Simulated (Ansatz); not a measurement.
# Ge (I4_1/amd) in Ansatz: a series of runs

Runs on Ge. Level: LDA. Tasks: single point, equation of state.

All numbers are computed with Ansatz 0.2.0; they aren't measurements. Logs are shortened: lines on timing, memory, paths and dates and some standing lists are left out, and cuts for length are marked.

## 1. The crystal as given

Symmetry: I4_1/amd, No. 141, tetragonal system. Conventional cell: a = 5.149 Å, b = 5.149 Å, c = 2.795 Å, α = 90.00°, β = 90.00°, γ = 90.00°. Ge (site symmetry -4m2) is surrounded by 6 Ge at 2.67 to 2.79 Å.

This isn't the form of Ge at room conditions, which is diamond.

## 2. Single point, LDA, 17.41 Å³/atom (volume scaled by 0.94)

input.yaml reads:

```yaml
crystal:
  lattice:
    - [-2.5219343658, 2.5219343658, 1.3688860134]
    - [2.5219343658, -2.5219343658, 1.3688860134]
    - [2.5219343658, 2.5219343658, -1.3688860134]
  atoms:
    - { symbol: Ge, position: [0.5, 0.5, 0.0] }
    - { symbol: Ge, position: [0.25, 0.75, 0.5] }
kpoints:
  mp_grid: { grid: [11, 11, 11] }
scf:
  occupations: { method: fermi_dirac, width: 0.05 }
hamiltonian:
  xc: lda
  pseudopotentials: { kind: all_electron, lapw: { basis_error: 0.001 } }
output:
  forces: true
  stress: true
  eigenvalues: true
```

Potentials or basis: all-electron LAPW, scalar-relativistic.

Launch:

```sh
ansatz run input.yaml --threads 1 --pin off --max-ram 3072MiB --backend cpu --events-out ev --progress --plain --runs-dir out
```

The program printed:

```text
Warning: RAYON_NUM_THREADS=1 ignored (pool sized by the plan → 1); use --threads N
LAPW: plane waves up to 8.402 Å⁻¹, error target 1.0e-3 eV per atom; small_component_spin mean_spin; Ge in spheres of 1.307 Å, 22 of its electrons in bands, Dirac shells [] (how accurate: hamiltonian.pseudopotentials.lapw.basis_error, Limitations)
Engine: ansatz 0.2.0, x86_64-unknown-linux-gnu
Pseudopotentials: kind: all_electron
Pseudopotential: Ge, LAPW, valence charge 22, lapw/all_electron/scalar/gaussian/Ge, Koelling and Harmon's equation, gaussian nucleus
Functional definition: SPW92
  exchange = slater_x
  correlation = pw_c
Crystal: 2 atoms, lattice volume = 34.825 Å³
Basis set: ecut = 268.9589254439882 eV, 343 PW (Γ), FFT grids on a1+a2, a2, a3, exchange–correlation at level 2
Bands: 27, of which v1, the nominal top of the filled ones, is band 22 counted from 1 (21 counted from 0)
Symmetry: 16 space group operations
Space group: I41/amd (ITA 141), of the structure as read, at distance tolerance 3.3e-5 Å
k-points: 126 of 1331
Non-local potential: Ge, projectors of the file, none
Initial density: superposition of atomic densities (chi_scale 0.1, normalization cell)
Initial wavefunctions: plane waves of lowest kinetic energy (no species holds an atomic orbital)
Functional: x = slater, c = lda
iter 1 solved again at ethr=1.09e-4 eV; its pass at ethr=1.00e-1 eV (dr2=4.81e-2 eV) is discarded
SCF iter   1: F=—  HF=-114073.991762 eV  |F-HF|=—  |Δ(HF+E_count)|=         —  Δρ=1.51e-2  dr2=4.82e-2  ethr=1.09e-4  ⟨swp⟩=3.0  Hψ=22570  notcnv=0
preconditioner: auto → Kerker (q_TF=auto, 2.837 Å⁻¹)  [metal: Δε(μ)=0.015 eV  Ē_g=24.559 eV  σ=0.050 eV  W_gap=0.07  n_scr=16 (ndim 8)  ℏωp=33.3 eV  f_vac=0.000  D(μ)=0.94/eV (n_scr^D=4)]
SCF iter   2: F=—  HF=-114073.961321 eV  |F-HF|=—  |Δ(HF+E_count)|=   3.04e-2  Δρ=1.01e-2  dr2=2.55e-2  ethr=1.09e-4  ⟨swp⟩=2.0  Hψ=10049  notcnv=0
SCF iter   3: F=—  HF=-114073.956734 eV  |F-HF|=—  |Δ(HF+E_count)|=   4.59e-3  Δρ=6.34e-3  dr2=1.10e-2  ethr=5.79e-5  ⟨swp⟩=2.0  Hψ=9746  notcnv=0
SCF iter   4: F=—  HF=-114073.955592 eV  |F-HF|=—  |Δ(HF+E_count)|=   1.14e-3  Δρ=1.90e-3  dr2=1.33e-3  ethr=2.49e-5  ⟨swp⟩=2.0  Hψ=9746  notcnv=0
iter 5 solved again at ethr=1.13e-7 eV; its pass at ethr=3.03e-6 eV (dr2=4.97e-5 eV) is discarded
SCF iter   5: F=—  HF=-114073.955275 eV  |F-HF|=—  |Δ(HF+E_count)|=   3.16e-4  Δρ=3.50e-4  dr2=4.97e-5  ethr=1.13e-7  ⟨swp⟩=2.0  Hψ=16702  notcnv=0
SCF iter   6: F=—  HF=-114073.955273 eV  |F-HF|=—  |Δ(HF+E_count)|=   1.84e-6  Δρ=1.14e-4  dr2=4.99e-6  ethr=1.13e-7  ⟨swp⟩=2.0  Hψ=9746  notcnv=0
SCF iter   7: F=-114073.955274 eV  HF=-114073.955274 eV  |F-HF|=2.38e-8  |Δ(HF+E_count)|=   1.47e-7  Δρ=1.52e-5  dr2=5.54e-8  ethr=1.13e-8  ⟨swp⟩=2.0  Hψ=9746  notcnv=0
SCF 1 converged in 7 iterations: F = -114073.955274 eV  dr2 = 5.54e-8
SCF converged after 7 iterations
Free energy (F): -114073.955274 eV
Harris-Foulkes:  -114073.955274 eV  (|F-HF|=2.38e-8)
Internal energy: -114073.947526 eV  (E = F + TS)
E sigma→0 (E₀):  -114073.951400 eV
Entropy (-TS):   -0.007748 eV (-3.874 meV/atom)
Fermi energy:    13.708149 eV
--- Per-component energies (eV) ---
  E_band       = -1913.765683
  E_kinetic    = 116424.079844
  E_xc         = -4180.364621
  E_electrostatic = -226317.662749  (all electrons and nuclei)
  E_smearing   = -0.007748  (= −TS)
  E_closure    = 0.000000  (closes the sum)
  E_atoms      = -114063.943511  (free atoms, spherical and without spin; not in F)
  Σ components = -114073.955274   (vs F -114073.955274, Δ=0.00e0)
  Basis errors (estimates in eV, not in F): energy 3.2e-4 per atom: plane waves 3.1e-4 (1.7e-4 summed), levels above the bands 1.2e-74, relativity 2.2e-9, radial functions 1.6e-5, core shells 3.4e-11; eigenvalues (radial functions only) 5.0e-6; not estimated: angular momenta, meshes, grids; target (lapw.basis_error) 1.0e-3; muffin-tin radii Ge 1.307 Å
--- Forces (eV/Å), atoms counted from 1 ---
  atom   1  Ge     0.00000000     0.00000000     0.00000000
  atom   2  Ge     0.00000000     0.00000000     0.00000000
  max |Σ_I F_I| component: 3.04e-18 eV/Å
--- Stress (GPa, compression-positive) ---
        2.704745       0.000000      -0.000000
        0.000000       2.704745      -0.000000
       -0.000000      -0.000000       2.593720
  P = ⅓ Tr σ = 2.6677 GPa (26.677 kbar)
--- Band table (eV; the first three rows and the last of 126) ---
  k-point 0: bands = ["-149.1162", "-149.1154", "-96.7752", "-96.7750", "-96.7588", "-96.7588", "-96.7534", "-96.7534", "-11.2099", "-11.1542", "-11.1233", "-11.1179", "-10.9903", "-10.9903", "-10.9828", "-10.9828", "-10.9109", "-10.8336", "-0.1935", "9.6934", "11.1631", "11.1631", "16.9040", "21.6079", "21.6079", "22.2273", "22.4440"]
  k-point 1: bands = ["-149.1162", "-149.1154", "-96.7752", "-96.7751", "-96.7587", "-96.7587", "-96.7535", "-96.7535", "-11.2046", "-11.1552", "-11.1210", "-11.1184", "-10.9926", "-10.9876", "-10.9814", "-10.9809", "-10.9141", "-10.8391", "-0.0977", "8.7427", "11.2688", "11.8830", "17.4046", "20.5645", "21.0910", "22.3420", "22.5102"]
  k-point 2: bands = ["-149.1162", "-149.1155", "-96.7752", "-96.7751", "-96.7584", "-96.7583", "-96.7538", "-96.7538", "-11.1893", "-11.1577", "-11.1289", "-11.1043", "-11.0000", "-10.9808", "-10.9781", "-10.9753", "-10.9235", "-10.8545", "0.1895", "7.2644", "11.5844", "12.7702", "18.8030", "19.0354", "19.9434", "22.0970", "22.3626"]
  k-point 125: bands = ["-149.1158", "-149.1158", "-96.7751", "-96.7751", "-96.7592", "-96.7591", "-96.7531", "-96.7530", "-11.1618", "-11.1613", "-11.0282", "-11.0156", "-10.9999", "-10.9954", "-10.9867", "-10.9792", "-10.9783", "-10.9758", "4.2124", "4.5853", "7.4319", "7.8077", "20.1027", "20.1121", "24.7364", "25.1355", "29.4569"]
```

Run time: 43 s. Hardware: 1 thread of Intel Xeon at 2.50GHz (Skylake/Cascade Lake), shared host; peak memory 0.45 GiB.

Results:

```
Free energy            : -114073.9553 eV
Pressure               : 2.7 GPa
Band gap on the k mesh : none (metal or under the smearing width)
```

## 3. Single point, LDA, 17.78 Å³/atom (volume scaled by 0.96)

Edit input.yaml of step 2 so:

```diff
@@ -2,5 +2,5 @@
   lattice:
-    - [-2.5219343658, 2.5219343658, 1.3688860134]
-    - [2.5219343658, -2.5219343658, 1.3688860134]
-    - [2.5219343658, 2.5219343658, -1.3688860134]
+    - [-2.5396950521, 2.5396950521, 1.3785263734]
+    - [2.5396950521, -2.5396950521, 1.3785263734]
+    - [2.5396950521, 2.5396950521, -1.3785263734]
   atoms:
```

Potentials or basis: all-electron LAPW, scalar-relativistic.

Launch:

```sh
ansatz run input.yaml --threads 1 --pin off --max-ram 3072MiB --backend cpu --events-out ev --progress --plain --runs-dir out
```

Run time: 45 s. Hardware: 1 thread of Intel Xeon at 2.50GHz (Skylake/Cascade Lake), shared host; peak memory 0.45 GiB.

Results (log left out):

* Free energy: -114073.9631 eV
* Pressure: 0.8 GPa
* Band gap on the k mesh: none (metal or under the smearing width)

## 4. Single point, LDA, 18.15 Å³/atom (volume scaled by 0.98)

Edit input.yaml of step 3 so:

```diff
@@ -2,5 +2,5 @@
   lattice:
-    - [-2.5396950521, 2.5396950521, 1.3785263734]
-    - [2.5396950521, -2.5396950521, 1.3785263734]
-    - [2.5396950521, 2.5396950521, -1.3785263734]
+    - [-2.5572107439, 2.5572107439, 1.3880337523]
+    - [2.5572107439, -2.5572107439, 1.3880337523]
+    - [2.5572107439, 2.5572107439, -1.3880337523]
   atoms:
```

Launch:

```sh
ansatz run input.yaml --threads 1 --pin off --max-ram 3072MiB --backend cpu --events-out ev --progress --plain --runs-dir out
```

It took 44 s on 1 thread of Intel Xeon at 2.50GHz (Skylake/Cascade Lake), shared host; peak memory 0.45 GiB.

The run converged. Its results:

```yaml
Free_energy: -114073.9627 eV
Pressure: -0.9 GPa
Band_gap_on_the_k_mesh: none (metal or under the smearing width)
```

## 5. Single point, LDA, 18.52 Å³/atom

Edit input.yaml of step 4 so:

```diff
@@ -2,5 +2,5 @@
   lattice:
-    - [-2.5572107439, 2.5572107439, 1.3880337523]
-    - [2.5572107439, -2.5572107439, 1.3880337523]
-    - [2.5572107439, 2.5572107439, -1.3880337523]
+    - [-2.574489719, 2.574489719, 1.3974126432]
+    - [2.574489719, -2.574489719, 1.3974126432]
+    - [2.574489719, 2.574489719, -1.3974126432]
   atoms:
```

Launch:

```sh
ansatz run input.yaml --threads 1 --pin off --max-ram 3072MiB --backend cpu --events-out ev --progress --plain --runs-dir out
```

It took 44 s on 1 thread of Intel Xeon at 2.50GHz (Skylake/Cascade Lake), shared host; peak memory 0.45 GiB.

Results (log left out):

- Free energy: -114073.9549 eV
- Pressure: -2.4 GPa
- Band gap on the k mesh: none (metal or under the smearing width)

## 6. Single point, LDA, 18.89 Å³/atom (volume scaled by 1.02)

Edit input.yaml of step 5 so:

```diff
@@ -2,5 +2,5 @@
   lattice:
-    - [-2.574489719, 2.574489719, 1.3974126432]
-    - [2.574489719, -2.574489719, 1.3974126432]
-    - [2.574489719, 2.574489719, -1.3974126432]
+    - [-2.5915398167, 2.5915398167, 1.4066673013]
+    - [2.5915398167, -2.5915398167, 1.4066673013]
+    - [2.5915398167, 2.5915398167, -1.4066673013]
   atoms:
```

Potentials or basis: all-electron LAPW, scalar-relativistic.

Launch:

```sh
ansatz run input.yaml --threads 1 --pin off --max-ram 3072MiB --backend cpu --events-out ev --progress --plain --runs-dir out
```

Wall time 44 s (1 thread of Intel Xeon at 2.50GHz (Skylake/Cascade Lake), shared host); peak memory 0.45 GiB.

It converged, with:

```
Free energy            : -114073.9405 eV
Pressure               : -3.8 GPa
Band gap on the k mesh : none (metal or under the smearing width)
```

## 7. Single point, LDA, 19.27 Å³/atom (volume scaled by 1.04)

Edit input.yaml of step 6 so:

```diff
@@ -2,5 +2,5 @@
   lattice:
-    - [-2.5915398167, 2.5915398167, 1.4066673013]
-    - [2.5915398167, -2.5915398167, 1.4066673013]
-    - [2.5915398167, 2.5915398167, -1.4066673013]
+    - [-2.6083684688, 2.6083684688, 1.4158017605]
+    - [2.6083684688, -2.6083684688, 1.4158017605]
+    - [2.6083684688, 2.6083684688, -1.4158017605]
   atoms:
```

Launch:

```sh
ansatz run input.yaml --threads 1 --pin off --max-ram 3072MiB --backend cpu --events-out ev --progress --plain --runs-dir out
```

Run time: 43 s. Hardware: 1 thread of Intel Xeon at 2.50GHz (Skylake/Cascade Lake), shared host; peak memory 0.45 GiB.

It converged, with:

- Free energy: -114073.9200 eV
- Pressure: -5.0 GPa
- Band gap on the k mesh: none (metal or under the smearing width)

## 8. Single point, LDA, 19.64 Å³/atom (volume scaled by 1.06)

Edit input.yaml of step 7 so:

```diff
@@ -2,5 +2,5 @@
   lattice:
-    - [-2.6083684688, 2.6083684688, 1.4158017605]
-    - [2.6083684688, -2.6083684688, 1.4158017605]
-    - [2.6083684688, 2.6083684688, -1.4158017605]
+    - [-2.6249827287, 2.6249827287, 1.4248198492]
+    - [2.6249827287, -2.6249827287, 1.4248198492]
+    - [2.6249827287, 2.6249827287, -1.4248198492]
   atoms:
```

Launch:

```sh
ansatz run input.yaml --threads 1 --pin off --max-ram 3072MiB --backend cpu --events-out ev --progress --plain --runs-dir out
```

Run time: 42 s. Hardware: 1 thread of Intel Xeon at 2.50GHz (Skylake/Cascade Lake), shared host; peak memory 0.44 GiB.

Results (log left out):

```yaml
Free_energy: -114073.8943 eV
Pressure: -6.1 GPa
Band_gap_on_the_k_mesh: none (metal or under the smearing width)
```

## 9. Equation of state, LDA

Potentials or basis: all-electron LAPW, scalar-relativistic.

This step only gathers the single runs of the series.

What came out:

| Property | Result |
| --- | --- |
| Equilibrium volume | 17.95 Å³/atom |
| Bulk modulus at fixed shape and positions | 82 GPa |
| Pressure derivative of the bulk modulus | 4.3 |

Energy against volume, from the lowest point:
```tsv
volume (Å³/atom)	energy (meV/atom)
17.413	3.93
17.783	0.00
18.154	0.20
18.524	4.10
18.895	11.33
19.265	21.55
19.636	34.44
```

Caveat: the cell was scaled at fixed shape and fractional positions, which overstates the stiffness of a crystal with free parameters, most of all of layers and chains.
